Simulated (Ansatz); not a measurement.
# Na (I4/mmm) in Ansatz: reference runs

Reference runs on Na: the cell as given and a disturbed copy.

Everything below comes from runs of Ansatz 0.2.0. Logs are shortened: lines on timing, memory, paths and dates and some standing lists are left out, and cuts for length are marked.

## (1) The crystal as given

It takes space group I4/mmm (No. 139, tetragonal). Conventional cell: a = 3.777 Å, b = 3.777 Å, c = 5.275 Å, α = 90.00°, β = 90.00°, γ = 90.00°. Around Na (site symmetry 4/mmm) lie 12 Na at 3.75 to 3.78 Å.

This isn't the form of Na at room conditions, which is bcc.

## (2) Single point, PBE

The input, input.yaml:

```yaml
crystal:
  lattice:
    - [-1.88829108, 1.88829108, 2.63727668]
    - [1.88829108, -1.88829108, 2.63727668]
    - [1.88829108, 1.88829108, -2.63727668]
  atoms:
    - { symbol: Na, position: [0.0, 0.0, 0.0] }
kpoints:
  mp_grid: { grid: [10, 10, 10] }
scf:
  occupations: { method: fermi_dirac, width: 0.05 }
hamiltonian:
  xc: pbe
  pseudopotentials: { kind: all_electron, lapw: { basis_error: 0.001 } }
output:
  forces: true
  stress: true
  eigenvalues: true
  populations: true
```

Potentials or basis: all-electron LAPW, scalar-relativistic.

Run with:

```sh
$ ansatz run input.yaml --threads 1 --pin off --max-ram 3072MiB --backend cpu --events-out ev --progress --plain --runs-dir out
```

The program printed:

```text
Warning: RAYON_NUM_THREADS=1 ignored (pool sized by the plan → 1); use --threads N
Na: projections on atomic orbitals take those of the free atom 1s2 2s2 2p6 3s1, of charge +0.00 (hamiltonian.pseudopotentials.projection_atoms)
LAPW: plane waves up to 4.349 Å⁻¹, error target 1.0e-3 eV per atom; small_component_spin mean_spin; Na in spheres of 1.877 Å, 9 of its electrons in bands, Dirac shells [] (how accurate: hamiltonian.pseudopotentials.lapw.basis_error, Limitations)
Engine: ansatz 0.2.0, x86_64-unknown-linux-gnu
Pseudopotentials: kind: all_electron
Pseudopotential: Na, LAPW, valence charge 9, lapw/all_electron/scalar/gaussian/Na, Koelling and Harmon's equation, gaussian nucleus
Functional definition: PBE
  parameter kappa = 0.804
  parameter beta = 0.06672455060314922
  exchange = pbe_x(kappa = kappa, mu = beta*pi^2/3)
  correlation = pbe_c(beta = beta)
Crystal: 1 atoms, lattice volume = 37.614 Å³
Basis set: ecut = 72.07750296432191 eV, 59 PW (Γ), exchange–correlation at level 2
Bands: 9, of which v1, the nominal top of the filled ones, is band 5 counted from 1 (4 counted from 0)
Symmetry: 16 space group operations
Space group: I4/mmm (ITA 139), of the structure as read, at distance tolerance 3.4e-5 Å
k-points: 102 of 1000
Non-local potential: Na, projectors of the file, none
Initial density: superposition of atomic densities (chi_scale 0.1, normalization cell)
Initial wavefunctions: plane waves of lowest kinetic energy (no species holds an atomic orbital)
Functional: x = pbe(κ = 0.804, μ = 0.2195149727645171), c = pbe(β = 0.06672455060314922)
iter 1 solved again at ethr=1.86e-5 eV; its pass at ethr=1.00e-1 eV (dr2=1.67e-3 eV) is discarded
SCF iter   1: F=—  HF=-4420.076213 eV  |F-HF|=—  |Δ(HF+E_count)|=         —  Δρ=1.80e-3  dr2=1.67e-3  ethr=1.86e-5  ⟨swp⟩=4.0  Hψ=7573  notcnv=0
preconditioner: auto → none  [metal: Δε(μ)=0.035 eV  Ē_g=7.694 eV  σ=0.050 eV  W_gap=0.17  n_scr=8 (ndim 8)  ℏωp=6.1 eV  f_vac=0.000  D(μ)=0.72/eV (n_scr^D=0)  sad-step TF]
SCF iter   2: F=—  HF=-4420.075485 eV  |F-HF|=—  |Δ(HF+E_count)|=   7.28e-4  Δρ=1.23e-3  dr2=8.79e-4  ethr=1.86e-5  ⟨swp⟩=2.0  Hψ=2631  notcnv=0
iter 3 solved again at ethr=5.03e-7 eV; its pass at ethr=9.77e-6 eV (dr2=4.53e-5 eV) is discarded
SCF iter   3: F=—  HF=-4420.075638 eV  |F-HF|=—  |Δ(HF+E_count)|=   1.53e-4  Δρ=2.60e-4  dr2=4.52e-5  ethr=5.03e-7  ⟨swp⟩=2.0  Hψ=4426  notcnv=0
SCF iter   4: F=—  HF=-4420.075607 eV  |F-HF|=—  |Δ(HF+E_count)|=   3.06e-5  Δρ=8.35e-5  dr2=5.06e-6  ethr=5.03e-7  ⟨swp⟩=2.0  Hψ=2631  notcnv=0
SCF iter   5: F=-4420.075611 eV  HF=-4420.075611 eV  |F-HF|=3.52e-8  |Δ(HF+E_count)|=   3.53e-6  Δρ=8.24e-6  dr2=4.81e-8  ethr=5.63e-8  ⟨swp⟩=2.5  Hψ=2682  notcnv=0
SCF 1 converged in 5 iterations: F = -4420.075611 eV  dr2 = 4.81e-8
SCF converged after 5 iterations
Free energy (F): -4420.075611 eV
Harris-Foulkes:  -4420.075611 eV  (|F-HF|=3.52e-8)
Internal energy: -4420.070187 eV  (E = F + TS)
E sigma→0 (E₀):  -4420.072899 eV
Entropy (-TS):   -0.005424 eV (-5.424 meV/atom)
Fermi energy:    1.451611 eV
--- Per-component energies (eV) ---
  E_band       = -243.043339
  E_kinetic    = 4422.935322
  E_xc         = -390.674395
  E_electrostatic = -8452.331115  (all electrons and nuclei)
  E_smearing   = -0.005424  (= −TS)
  E_closure    = 0.000000  (closes the sum)
  E_atoms      = -4418.770368  (free atoms, spherical and without spin; not in F)
  Σ components = -4420.075611   (vs F -4420.075611, Δ=0.00e0)
  Basis errors (estimates in eV, not in F): energy 2.5e-4 per atom: plane waves 2.5e-4 (1.2e-4 summed), levels above the bands 1.7e-80, relativity 3.3e-10, radial functions 4.1e-6, core shells 2.9e-16; eigenvalues (radial functions only) 6.6e-5; not estimated: angular momenta, meshes, grids; target (lapw.basis_error) 1.0e-3; muffin-tin radii Na 1.877 Å
--- Forces (eV/Å), atoms counted from 1 ---
  atom   1  Na    -0.00000000     0.00000000    -0.00000000
  max |Σ_I F_I| component: 3.08e-33 eV/Å
--- Stress (GPa, compression-positive) ---
       -0.086455       0.000000       0.000000
        0.000000      -0.086455       0.000000
        0.000000       0.000000      -0.130824
  P = ⅓ Tr σ = -0.1012 GPa (-1.012 kbar)
--- Band table (eV; the first three rows and the last of 102) ---
  k-point 0: bands = ["-51.4735", "-23.3794", "-23.3793", "-23.3793", "-1.7120", "12.5253", "12.5253", "12.5682", "13.6287"]
  k-point 1: bands = ["-51.4733", "-23.3824", "-23.3806", "-23.3804", "-1.4946", "11.1129", "11.4644", "11.4897", "13.0519"]
  k-point 2: bands = ["-51.4727", "-23.3903", "-23.3837", "-23.3832", "-0.8477", "9.6750", "10.2448", "10.2621", "10.8149"]
  k-point 101: bands = ["-51.4712", "-23.4108", "-23.3919", "-23.3919", "3.3716", "3.9105", "7.6888", "8.5134", "8.5134"]
--- Löwdin populations: 1 site ---
  site symbol       q [e]
     0     Na     10.9566
  spilling = 0.003946 (of n_electrons = 11.000000)
```

Wall time 2.6 s (1 thread of Intel Xeon Platinum 8375C at 2.90GHz (Ice Lake), shared host); peak memory 0.23 GiB.

What came out:

```
Free energy            : -4420.0756 eV
Pressure               : -0.1 GPa
Band gap on the k mesh : none (metal or under the smearing width)
```

Levels at points of the mesh, in eV from the Fermi level:
```tsv
k point	band 3	band 4	band 5	band 6	band 7	band 8
(0.00, 0.00, 0.00)	-24.83	-24.83	-3.16	11.07	11.07	11.12
(0.00, 0.00, -0.50)	-24.84	-24.84	1.79	2.34	6.35	7.19
(0.00, -0.50, 0.00)	-24.84	-24.84	0.63	1.03	10.05	10.21
(-0.50, -0.50, -0.50)	-24.84	-24.84	1.92	2.46	6.24	7.06
```

## (3) Single point, PBE (cell strained at random at fixed volume)

The input, input.yaml:

```yaml
crystal:
  lattice:
    - [-1.908256, 1.948366, 2.62269]
    - [1.855603, -1.925345, 2.568508]
    - [1.896895, 1.913985, -2.606208]
  atoms:
    - { symbol: Na, position: [-0.001983, -0.004979, -0.017024] }
kpoints:
  mp_grid: { grid: [10, 10, 10] }
scf:
  occupations: { method: fermi_dirac, width: 0.05 }
hamiltonian:
  xc: pbe
  pseudopotentials: { kind: all_electron, lapw: { basis_error: 0.001 } }
output:
  forces: true
  stress: true
  eigenvalues: true
  populations: true
```

Potentials or basis: all-electron LAPW, scalar-relativistic.

Run with:

```sh
$ ansatz run input.yaml --threads 1 --pin off --max-ram 3072MiB --backend cpu --events-out ev --progress --plain --runs-dir out
```

The program printed:

```text
Warning: RAYON_NUM_THREADS=1 ignored (pool sized by the plan → 1); use --threads N
Na: projections on atomic orbitals take those of the free atom 1s2 2s2 2p6 3s1, of charge +0.00 (hamiltonian.pseudopotentials.projection_atoms)
LAPW: plane waves up to 4.433 Å⁻¹, error target 1.0e-3 eV per atom; small_component_spin mean_spin; Na in spheres of 1.854 Å, 9 of its electrons in bands, Dirac shells [] (how accurate: hamiltonian.pseudopotentials.lapw.basis_error, Limitations)
[... 8 set-up lines as earlier in the session ...]
Crystal: 1 atoms, lattice volume = 37.614 Å³
Basis set: ecut = 74.8860017074025 eV, 59 PW (Γ), exchange–correlation at level 2
Bands: 9, of which v1, the nominal top of the filled ones, is band 5 counted from 1 (4 counted from 0)
Symmetry: 2 space group operations
Space group: P-1 (ITA 2), of the structure as read, at distance tolerance 3.4e-5 Å
k-points: 504 of 1000
[... 4 set-up lines as earlier in the session ...]
iter 1 solved again at ethr=2.08e-5 eV; its pass at ethr=1.00e-1 eV (dr2=1.87e-3 eV) is discarded
SCF iter   1: F=—  HF=-4420.075718 eV  |F-HF|=—  |Δ(HF+E_count)|=         —  Δρ=1.89e-3  dr2=1.87e-3  ethr=2.08e-5  ⟨swp⟩=4.0  Hψ=37260  notcnv=0
preconditioner: auto → none  [metal: Δε(μ)=0.044 eV  Ē_g=7.702 eV  σ=0.050 eV  W_gap=0.21  n_scr=8 (ndim 8)  ℏωp=6.1 eV  f_vac=0.000  D(μ)=0.53/eV (n_scr^D=0)  sad-step TF]
SCF iter   2: F=—  HF=-4420.074972 eV  |F-HF|=—  |Δ(HF+E_count)|=   7.46e-4  Δρ=1.29e-3  dr2=9.85e-4  ethr=2.07e-5  ⟨swp⟩=2.0  Hψ=12904  notcnv=0
iter 3 solved again at ethr=5.49e-7 eV; its pass at ethr=1.09e-5 eV (dr2=4.94e-5 eV) is discarded
SCF iter   3: F=—  HF=-4420.075128 eV  |F-HF|=—  |Δ(HF+E_count)|=   1.56e-4  Δρ=2.70e-4  dr2=4.94e-5  ethr=5.49e-7  ⟨swp⟩=2.0  Hψ=21771  notcnv=0
SCF iter   4: F=—  HF=-4420.075098 eV  |F-HF|=—  |Δ(HF+E_count)|=   3.03e-5  Δρ=8.38e-5  dr2=5.16e-6  ethr=5.48e-7  ⟨swp⟩=2.0  Hψ=12904  notcnv=0
SCF iter   5: F=-4420.075101 eV  HF=-4420.075101 eV  |F-HF|=4.06e-8  |Δ(HF+E_count)|=   3.51e-6  Δρ=8.95e-6  dr2=5.75e-8  ethr=5.73e-8  ⟨swp⟩=2.4  Hψ=13096  notcnv=0
SCF 1 converged in 5 iterations: F = -4420.075101 eV  dr2 = 5.75e-8
SCF converged after 5 iterations
Free energy (F): -4420.075101 eV
Harris-Foulkes:  -4420.075101 eV  (|F-HF|=4.06e-8)
Internal energy: -4420.070811 eV  (E = F + TS)
E sigma→0 (E₀):  -4420.072956 eV
Entropy (-TS):   -0.004290 eV (-4.290 meV/atom)
Fermi energy:    1.467150 eV
--- Per-component energies (eV) ---
  E_band       = -243.056018
  E_kinetic    = 4422.936536
  E_xc         = -390.674590
  E_electrostatic = -8452.332758  (all electrons and nuclei)
  E_smearing   = -0.004290  (= −TS)
  E_closure    = -0.000000  (closes the sum)
  E_atoms      = -4418.770368  (free atoms, spherical and without spin; not in F)
  Σ components = -4420.075101   (vs F -4420.075101, Δ=0.00e0)
  Basis errors (estimates in eV, not in F): energy 2.6e-4 per atom: plane waves 2.6e-4 (1.3e-4 summed), levels above the bands 1.6e-79, relativity 6.7e-9, radial functions 3.9e-6, core shells 1.3e-14; eigenvalues (radial functions only) 5.8e-4; not estimated: angular momenta, meshes, grids; target (lapw.basis_error) 1.0e-3; muffin-tin radii Na 1.854 Å
--- Forces (eV/Å), atoms counted from 1 ---
  atom   1  Na     0.00000000     0.00000000     0.00000000
  max |Σ_I F_I| component: 0.00e0 eV/Å
--- Stress (GPa, compression-positive) ---
        0.067215       0.014832       0.073206
        0.014832      -0.258367      -0.058380
        0.073206      -0.058380      -0.114185
  P = ⅓ Tr σ = -0.1018 GPa (-1.018 kbar)
--- Band table (eV; the first three rows and the last of 504) ---
  k-point 0: bands = ["-51.4749", "-23.3811", "-23.3806", "-23.3803", "-1.7119", "12.2098", "12.5126", "12.9144", "13.4486"]
  k-point 1: bands = ["-51.4747", "-23.3838", "-23.3820", "-23.3814", "-1.4966", "11.0095", "11.3462", "11.7541", "13.0811"]
  k-point 2: bands = ["-51.4741", "-23.3919", "-23.3853", "-23.3840", "-0.8558", "9.6524", "10.0984", "10.4864", "10.8054"]
  k-point 503: bands = ["-51.4725", "-23.4127", "-23.3947", "-23.3936", "3.5409", "4.0710", "7.5303", "8.0443", "8.6549"]
--- Löwdin populations: 1 site ---
  site symbol       q [e]
     0     Na     10.9566
  spilling = 0.003944 (of n_electrons = 11.000000)
```

It took 10 s on 1 thread of Intel Xeon Platinum 8375C at 2.90GHz (Ice Lake), shared host; peak memory 0.32 GiB.

What came out:

* Free energy: -4420.0751 eV
* Pressure: -0.1 GPa
* Band gap on the k mesh: none (metal or under the smearing width)

Stress tensor (GPa, compression positive):
```
 0.07  0.01  0.07
 0.01 -0.26 -0.06
 0.07 -0.06 -0.11
```
